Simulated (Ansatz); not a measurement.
Calculated field gradients at the nuclei for Zr3N4

The cell is a COD entry, atoms as given.

```cif
data_Zr3N4
_symmetry_space_group_name_H-M 'I-43d'
_symmetry_Int_Tables_number 220
_cell_length_a 6.7400
_cell_length_b 6.7400
_cell_length_c 6.7400
_cell_angle_alpha 90.000
_cell_angle_beta 90.000
_cell_angle_gamma 90.000
loop_
_atom_site_label
_atom_site_type_symbol
_atom_site_symmetry_multiplicity
_atom_site_Wyckoff_symbol
_atom_site_fract_x
_atom_site_fract_y
_atom_site_fract_z
Zr Zr 12 a 0.3750 0.0000 0.2500
N N 16 c 0.0630 0.0630 0.0630
```

One atom of each set is listed; the run and its k-mesh use a cell of 14 atoms with edges of 5.84, 5.84, 5.84 Å.

Computed with Ansatz: DFT, PBE, plane waves and PAW, scalar-relativistic, 420 eV cutoff, Γ-centred 6×6×6 k-points, Fermi–Dirac smearing 0.02 eV.

Conventions: |V_zz| ≥ |V_yy| ≥ |V_xx|, η = (V_xx − V_yy)/V_zz, C_Q = eQV_zz/h.

Zr-91: I = 5/2, Q = -176.0 mb; N-14: I = 1, Q = 20.44 mb. Q values from Pyykkö, Mol. Phys. 116, 1328 (2018).

```csv
site,atoms,first shell,V_zz (10²¹ V/m²),η,C_Q (MHz)
Zr,6,8 N at 2.19–2.49 Å,14.01,0.00,-59.6
N,8,6 Zr at 2.19–2.49 Å,0.89,0.00,0.438
```

An axis of threefold or higher order runs through Zr and N, so V_zz lies along it and η is zero.

The calculated pressure of 8 GPa (PBE) comes partly from the unrelaxed atoms: it is 4.2 GPa once they are relaxed in the same cell. The largest force is 0.3 eV/Å, so the atoms aren't at the calculated equilibrium and relaxing them would move these values. Without spin–orbit coupling (the program notes it for Zr) the gradients can shift somewhat, as the gap is small. With a gap of 0.7 eV on this mesh, small gradients can still move by 0.1 × 10²¹ V/m² or more as the k-mesh gets denser.
